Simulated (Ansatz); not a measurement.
NbN: do energies and stresses tell the same story?

The calculation used DFT r2SCAN, scalar-relativistic, plane waves, PAW in Ansatz 0.2.0.

Cutoff 500 eV; k points 16×16×16 on the computed 2-atom cell (Γ-centred); Gaussian smearing, width 0.10 eV; no spin polarisation.

Relaxed cell: Fm-3m, a = 4.412 Å, b = 4.412 Å, c = 4.412 Å, α = 90.00°, β = 90.00°, γ = 90.00°, 2 atoms in the primitive cell.

Energies at zero smearing and pressures from the stress tensor, at volumes with shape and atoms relaxed:
| V (Å³/atom) | E − E(first) (meV/atom) | P (GPa) |
| --- | --- | --- |
| 10.089 | 0.00 | 22.80 |
| 10.411 | -33.04 | 10.46 |
| 10.733 | -43.18 | -0.04 |
| 11.055 | -33.82 | -8.98 |
| 11.377 | -7.85 | -16.59 |

Check P = −dE/dV between neighbouring volumes, and get the bulk modulus from the pressures alone.

With 1 eV/Å³ = 160.2 GPa:
```json
{"middle V (Å³/atom)": "10.250", "−ΔE/ΔV (GPa)": "16.442", "mean P (GPa)": "16.632"}
{"middle V (Å³/atom)": "10.572", "−ΔE/ΔV (GPa)": "5.043", "mean P (GPa)": "5.210"}
{"middle V (Å³/atom)": "10.894", "−ΔE/ΔV (GPa)": "-4.658", "mean P (GPa)": "-4.513"}
{"middle V (Å³/atom)": "11.216", "−ΔE/ΔV (GPa)": "-12.920", "mean P (GPa)": "-12.789"}
```

The two differ by 0.19 GPa at most. The mean of two end pressures misses the average over a step by about ΔV² P″/12, up to 0.17 GPa here; with that taken off 0.03 GPa remains. The stress is the derivative of the free energy, not of the energy at zero smearing, and with free energies 0.00 GPa remains. Around V = 10.733 Å³/atom, the two neighbours give B = −V ΔP/ΔV = 10.733 × 19.45 / 0.644 = 324.1 GPa, against B0 = 322.9 GPa from the Birch–Murnaghan fit of the energies.